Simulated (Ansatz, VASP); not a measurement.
**Pt in VASP and in Ansatz**

```xyz
1
Lattice="0.0000 1.9467 1.9467 1.9467 0.0000 1.9467 1.9467 1.9467 0.0000" Properties=species:S:1:pos:R:3 pbc="T T T"
Pt    0.0000    0.0000    0.0000
```

Alike in both runs: functional LDA; k mesh 16 × 16 × 16; occupations gaussian, width 0.1 eV; no spin polarisation.

Ansatz relaxed the structure, and its values are those at the end. VASP's run is a single point on that final structure, the one shown.

|  | VASP | Ansatz |
| --- | --- | --- |
| version | VASP 6.6.1 | Ansatz 0.2.0 |
| potentials or method | VASP PAW LDA potentials, release 64 (Pt) | scalar-relativistic, plane waves, PAW |
| plane-wave cutoff (eV) | 520 | 420 |
| valence electrons in the cell | 10 | 18 |

```csv
,VASP,Ansatz,Ansatz less VASP
gap on the k mesh at the Fermi level (eV),none,none,-
pressure (GPa),0.8,0.0,-0.78
```

A gap of «none» marks a metal or a gap that the smearing closes. The two sets of potentials don't hold the same shells in valence. Ansatz warned: «pseudo_functional_mismatch».

The runs have no spin-orbit coupling, so splittings on Pt are missing.
